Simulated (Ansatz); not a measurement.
## Pressure series in GeO2

Consider GeO2 in the rutile structure (space group P4_2/mnm, No. 136; a = 4.488 Å, c = 2.905 Å).

Cell and atoms are relaxed at each pressure.

The values are results of PBE (Ansatz, an electronic-structure program, PAW, no spin-orbit coupling), not measurements.

```json
[
 {"pressure (GPa)": "-2", "band gap (eV)": "1.12"},
 {"pressure (GPa)": "-1", "band gap (eV)": "1.17"},
 {"pressure (GPa)": "0", "band gap (eV)": "1.23"},
 {"pressure (GPa)": "0.3", "band gap (eV)": "1.24"},
 {"pressure (GPa)": "0.7", "band gap (eV)": "1.26"},
 {"pressure (GPa)": "1.5", "band gap (eV)": "?"},
 {"pressure (GPa)": "3", "band gap (eV)": "1.38"},
 {"pressure (GPa)": "5", "band gap (eV)": "1.48"},
 {"pressure (GPa)": "7.5", "band gap (eV)": "1.61"}
]
```

**Question.** Fit E_g = E₀ + αP + βP² to the rows shown and predict the withheld row.

**Answer.** Least squares on the printed values gives E₀ = 1.22 eV, α = 52.0 meV/GPa, β = -0.099 meV/GPa² (largest residual 0.01 eV); this predicts 1.30 eV, and the run gives 1.30 eV, in agreement.

Load acts through the strain it causes; cell and atoms are relaxed under it. No phonon test of stability was made. No other phases were tried under pressure.
